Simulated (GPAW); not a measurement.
# MgO (Fm-3m) in GPAW: a series of runs, part 3 of 3

GPAW 26.7.0.

**5. G0W0 quasiparticle levels, PBE**

File run.py:

```python
import json
import numpy as np
from ase import Atoms
from ase.dft.bandgap import bandgap
from ase.io import write
from gpaw import GPAW, PW
from gpaw.response.g0w0 import G0W0

atoms = Atoms(['Mg', 'O'],
              cell=[[0.0, 2.0970013927, 2.0970013927],
                    [2.0970013927, 0.0, 2.0970013927],
                    [2.0970013927, 2.0970013927, 0.0]],
              scaled_positions=[[0.0, 0.0, 0.0],
                                [0.5, 0.5, 0.5]],
              pbc=True)

calc = GPAW(mode=PW(600),
            xc='PBE',
            kpts={'size': (7, 7, 7), 'gamma': True},
            occupations={'name': 'fermi-dirac', 'width': 0.001},
            nbands=16,
            convergence={'density': 1e-06},
            maxiter=150,
            txt='gpaw.txt')
atoms.calc = calc
energy = atoms.get_potential_energy()
calc.write('gs.gpw')
write('result.traj', atoms)
print(f'Energy: {energy:.6f} eV')
print('Fermi level:', round(calc.get_fermi_level(), 4), 'eV')
print(f'Gap: {bandgap(calc)[0]:.4f} eV, direct: {bandgap(calc, direct=True)[0]:.4f} eV')

calc.diagonalize_full_hamiltonian(nbands=33)
calc.write('full.gpw', mode='all')

ibz = calc.get_ibz_k_points()
gap, vbm, cbm = bandgap(calc, output=None)
gap, direct, _ = bandgap(calc, direct=True, output=None)
gamma = int(np.abs(ibz).sum(1).argmin())
kpts = sorted({gamma, vbm[1], cbm[1], direct[1]})
gw = G0W0(calc='full.gpw',
          filename='gw',
          ecut=80,
          ecut_extrapolation=False,
          relbands=(-2, 2),
          kpts=kpts,
          integrate_gamma='WS',
          nbands=29,
          ppa=True)
gw.calculate()
results = {mode: {key: np.asarray(r[key]).tolist() for key in ['f', 'eps', 'vxc', 'exx', 'sigma', 'Z', 'qp', 'sigma_eskn']}
           for mode, r in gw.all_results.items()}
json.dump({'kpts': ibz[kpts].tolist(), 'results': results}, open('gw.json', 'w'))
for mode, r in results.items():
    f, qp = np.array(r['f']), np.array(r['qp'])
    print(mode, 'quasiparticle energies (eV):')
    print(qp.round(3))
    print(mode, 'gap:', round(qp[f < 0.5].min() - qp[f > 0.5].max(), 4), 'eV')
```

Potentials or basis: GPAW PAW data sets (gpaw-data 1.2.1), pw.

On the command line:

```
$ OMP_NUM_THREADS=1 python run.py
```

gpaw.txt:

```text
__  _  _
 | _ |_)|_||  |
 |__||  | ||/\| - 26.7.0

Input parameters:
  mode=PW(ecut=600.0),
  convergence={'density': 1e-06},
  kpts=MonkhorstPack(size=(7, 7, 7), gamma=True),
  maxiter=150,
  nbands=16,
  occupations=Occupations(name='fermi-dirac', width=0.001),
  xc=XC(name='PBE')

Diagonalizing LCAO Hamiltonian
Converting LCAO to pw mode

              O

       Mg

Atoms  # Å, Bohr magnetons
|   | symbol |        x |        y |        z |    initial magnetic moments |
|---|--------|----------|----------|----------|-----------------------------|
| 0 |     Mg | 0.000000 | 0.000000 | 0.000000 | ( 0.0000,  0.0000,  0.0000) |
| 1 |      O | 2.097001 | 2.097001 | 2.097001 | ( 0.0000,  0.0000,  0.0000) |

Unit cell  # Å
| periodic |        x |        y |        z |  lengths |    angles |
|----------|----------|----------|----------|----------|-----------|
|      yes | 0.000000 | 2.097001 | 2.097001 | 2.965608 | 60.000000 |
|      yes | 2.097001 | 0.000000 | 2.097001 | 2.965608 | 60.000000 |
|      yes | 2.097001 | 2.097001 | 0.000000 | 2.965608 | 60.000000 |

Number of symmetries: 48
Symmetry operations  # r_c * U_cc + t_c -> r_c
|    | kind |            matrix            |
|----|------|------------------------------|
|  0 |  σ   |  1, 0, 0,  1, 0,-1,  1,-1, 0 |
|  1 |  C2  |  1, 0, 0,  1,-1, 0,  1, 0,-1 |
|  2 |  E   |  1, 0, 0,  0, 1, 0,  0, 0, 1 |
|  3 |  σ   |  1, 0, 0,  0, 0, 1,  0, 1, 0 |
|  4 |  C4  |  1, 0,-1,  1, 0, 0,  1,-1, 0 |
|  5 |  S6  |  1, 0,-1,  1,-1, 0,  1, 0, 0 |
[... 147 lines left out ...]
  Pratt-step length: 0.05
  Maximum mixing coefficient: 0.75
  Old densities: 10
  SVD Regularization: 0.005
  Good broyden scale: 1.0
  Trust region scale: 1.0
  Backstep threshold: 4.0
  History deletion threshold: 6.0
  Fourier metric: weight=20.0, sigma=0.015

occupation numbers:
  Fermi-Dirac:
    width: 0.0010  # eV

poisson solver:
  ecut: 4800.0  # eV

xc functional:
  name: PBE with 2 nearest neighbor stencil

convergence criteria:
- Maximum integral of absolute [dens]ity change: 1e-06 electrons / valence electron
- Maximum [total energy] change in last 3 cyles: 0.0005 eV / valence electron
- Maximum integral of absolute [eigenst]ate change: 4e-08 eV^2 / valence electron
maximum number of iterations: 150

SCF iterations
|iter     | |      energy | eigst |  dens |
|---------|-|-------------|-------|-------|
|iter:   1| |  -13.415493 | +0.07 |       |
|iter:   2| |  -13.065055 | -2.19 | -0.99 |
|iter:   3| |  -12.101425 | -1.44 | -1.04 |
|iter:   4| |  -12.106590 | -3.12 | -1.59 |
|iter:   5| |  -12.111848 | -3.08 | -1.85 |
|iter:   6| |  -12.111908c| -5.33 | -3.01 |
|iter:   7| |  -12.111927c| -6.22 | -3.39 |
|iter:   8| |  -12.111927c| -8.01c| -4.39 |
|iter:   9| |  -12.111927c| -8.30c| -5.19 |
|iter:  10| |  -12.111927c| -8.85c| -5.66 |
|iter:  11| |  -12.111927c| -9.71c| -7.07c|

Converged in 11 steps
Energy contributions relative to reference atoms: (reference = -7490.497190)

Energy contributions:
  Kinetic:          12.540224
  Coulomb:         -10.346831
  Zero:              0.110151
  External:          0.000000
  Xc:              -14.415472
  Entropy:          -0.000000
  Spinorbit:         0.000000
  ----------------------------
  Free energy:     -12.111927
  Extrapolated:    -12.111927

dipole moment: (-6.014533, -6.014533, -6.014533)  # |e|*Ang

Fermi level: 5.690
Eigenvalues  # (at kpt = [0.000, 0.000, 0.000])
| band index |      eig [eV] | occ [0-2] |
|------------|---------------|-----------|
|          0 |       -67.345 |     2.000 |
|          1 |       -34.088 |     2.000 |
|          2 |       -34.088 |     2.000 |
|          3 |       -34.088 |     2.000 |
|          4 |       -12.282 |     2.000 |
|          5 |         5.013 |     2.000 |
[... 8 lines left out ...]
|         14 |        26.674 |     0.000 |
|         15 |        29.621 |     0.000 |

Gap: 4.886 eV
Transition (v -> c):
  (s=0, k=0, n=7, [0.00, 0.00, 0.00]) -> (s=0, k=0, n=8, [0.00, 0.00, 0.00])
No difference between direct/indirect transitions
# Writing to gs.gpw (mode='')

Matrix size: 630x630
# Writing to full.gpw (mode='all')
```

stdout:

```text
Energy: -12.111927 eV
Fermi level: 5.69 eV
Gap: 4.8863 eV, direct: 4.8863 eV
IBZ(<points: 20, symmetries: 48>)
Occupied bands: 8
Calculating eigenvalues:
  k-points: 1
  Bands: 6-9 (inclusive)
HSE06-eigenvalue shifts:
  min: -5.459 eV
  ave: -0.075 eV
  max: 5.907 eV
GW quasiparticle energies (eV):
[[[ 4.129  4.129 11.199 22.447]]]
GW gap: 7.0695 eV
```

Run time: 79 s. Hardware: 1 thread of Arm Neoverse V2, shared host; peak memory 0.51 GiB.

Results:

```yaml
Free_energy: -12.1119 eV
Band_gap_on_the_k_mesh_mean-field_level: 4.89 eV, direct
Quasiparticle_gap: 7.07 eV
Least_direct_quasiparticle_gap: 7.07 eV
```

Levels at points of the mesh, in eV from the valence-band top:
```csv
k point,band 6,band 7,band 8,band 9,band 10,band 11
"(0.00, 0.00, 0.00)",0.00,0.00,0.00,4.89,15.90,15.90
```

Caveat: the k mesh is coarse; the quasiparticle gap is taken among the few k points that were corrected; the long-wavelength limit can be off by a per cent or two.

**6. G0W0 quasiparticle levels, PBE**

Edit run.py of step 5 so:

```diff
@@ -48,3 +48,3 @@
           nbands=29,
-          ppa=True)
+          mpa={'npoles': 8, 'wrange': [0, 54.4], 'varpi': 27.2, 'eta0': 0.27, 'eta_rest': 2.72, 'alpha': 1})
 gw.calculate()
```

Potentials or basis: GPAW PAW data sets (gpaw-data 1.2.1), pw.

On the command line:

```
$ OMP_NUM_THREADS=1 python run.py
```

gpaw.txt:

```text
__  _  _
 | _ |_)|_||  |
 |__||  | ||/\| - 26.7.0

Input parameters:
  mode=PW(ecut=600.0),
  convergence={'density': 1e-06},
  kpts=MonkhorstPack(size=(7, 7, 7), gamma=True),
  maxiter=150,
  nbands=16,
  occupations=Occupations(name='fermi-dirac', width=0.001),
  xc=XC(name='PBE')

Diagonalizing LCAO Hamiltonian
Converting LCAO to pw mode

              O

       Mg

Atoms  # Å, Bohr magnetons
|   | symbol |        x |        y |        z |    initial magnetic moments |
|---|--------|----------|----------|----------|-----------------------------|
| 0 |     Mg | 0.000000 | 0.000000 | 0.000000 | ( 0.0000,  0.0000,  0.0000) |
| 1 |      O | 2.097001 | 2.097001 | 2.097001 | ( 0.0000,  0.0000,  0.0000) |

Unit cell  # Å
| periodic |        x |        y |        z |  lengths |    angles |
[... 189 lines left out ...]
|iter     | |      energy | eigst |  dens |
|---------|-|-------------|-------|-------|
|iter:   1| |  -13.415493 | +0.07 |       |
|iter:   2| |  -13.065055 | -2.19 | -0.99 |
|iter:   3| |  -12.101425 | -1.44 | -1.04 |
|iter:   4| |  -12.106590 | -3.12 | -1.59 |
|iter:   5| |  -12.111848 | -3.08 | -1.85 |
|iter:   6| |  -12.111908c| -5.33 | -3.01 |
|iter:   7| |  -12.111927c| -6.22 | -3.39 |
|iter:   8| |  -12.111927c| -8.01c| -4.39 |
|iter:   9| |  -12.111927c| -8.30c| -5.19 |
|iter:  10| |  -12.111927c| -8.85c| -5.66 |
|iter:  11| |  -12.111927c| -9.71c| -7.07c|

Converged in 11 steps
Energy contributions relative to reference atoms: (reference = -7490.497190)

Energy contributions:
  Kinetic:          12.540224
  Coulomb:         -10.346831
  Zero:              0.110151
  External:          0.000000
  Xc:              -14.415472
  Entropy:          -0.000000
  Spinorbit:         0.000000
  ----------------------------
  Free energy:     -12.111927
  Extrapolated:    -12.111927

dipole moment: (-6.014533, -6.014533, -6.014533)  # |e|*Ang

Fermi level: 5.690
Eigenvalues  # (at kpt = [0.000, 0.000, 0.000])
| band index |      eig [eV] | occ [0-2] |
|------------|---------------|-----------|
|          0 |       -67.345 |     2.000 |
|          1 |       -34.088 |     2.000 |
|          2 |       -34.088 |     2.000 |
|          3 |       -34.088 |     2.000 |
|          4 |       -12.282 |     2.000 |
|          5 |         5.013 |     2.000 |
[... 8 lines left out ...]
|         14 |        26.674 |     0.000 |
|         15 |        29.621 |     0.000 |

Gap: 4.886 eV
Transition (v -> c):
  (s=0, k=0, n=7, [0.00, 0.00, 0.00]) -> (s=0, k=0, n=8, [0.00, 0.00, 0.00])
No difference between direct/indirect transitions
# Writing to gs.gpw (mode='')

Matrix size: 630x630
# Writing to full.gpw (mode='all')
```

gw.w.txt:

```text
FrequencyGridDescriptor(from 0.000+0.270j to 54.400+27.200j eV, 16 points)
FrequencyGridDescriptor(from 0.000+0.270j to 54.400+27.200j eV, 16 points)

BZ k-points: Symmetries present (total): 48

343 k-points: 7 x 7 x 7 Monkhorst-Pack grid
20 k-points in the irreducible part of the Brillouin zone
       k-points in crystal coordinates                weights
[... 127 lines left out ...]
dsigma:  Self-energy derivatives
Z:       Renormalization factors
qp:      QP-energies [eV]

k-point 0 (0): (0.000, 0.000, 0.000)                GW
band       f     eps     vxc     exx   sigma  dsigma       Z      qp
                                                                   GW
   6   1.000   5.013 -20.987 -26.446   4.348  -0.255   0.797   4.127
   7   1.000   5.013 -20.987 -26.446   4.348  -0.255   0.797   4.128
   8   0.000   9.899 -14.832 -10.119  -3.180  -0.174   0.852  11.206
   9   0.000  20.915  -9.613  -3.706  -4.165  -0.195   0.837  22.372
```

Wall time 86 s (1 thread of Arm Neoverse V2, shared host); peak memory 0.51 GiB.

What came out:

* Free energy: -12.1119 eV
* Band gap on the k mesh, mean-field level: 4.89 eV, direct
* Quasiparticle gap: 7.08 eV
* Least direct quasiparticle gap: 7.08 eV

Levels at points of the mesh, in eV from the valence-band top:
```
           k point  band 4  band 5  band 6  band 7  band 8  band 9  band 10  band 11  band 12
(0.00, 0.00, 0.00)  -39.10  -17.29    0.00    0.00    0.00    4.89    15.90    15.90    15.90
```

Caveat: the k mesh is coarse; the quasiparticle gap is taken among the few k points that were corrected; the long-wavelength limit can be off by a per cent or two.

**7. How close it comes**

Step 5. Measured gap of MgO: 7.83 eV (quoted in “Electronic structure of alkaline earth and post-transition metal oxides”, 2009, arxiv:0908.1581). This calculation gives 7.07 eV (-0.76 eV). The value is that of G0W0 on PBE, without temperature or zero-point motion. The cell is a database's relaxed one, not the measured one, which moves gaps too.

Step 6. Measured gap of MgO: 7.83 eV (quoted in “Electronic structure of alkaline earth and post-transition metal oxides”, 2009, arxiv:0908.1581). This calculation gives 7.08 eV (-0.75 eV). The value is that of G0W0 on PBE, without temperature or zero-point motion. The cell is a database's relaxed one, not the measured one, which moves gaps too.
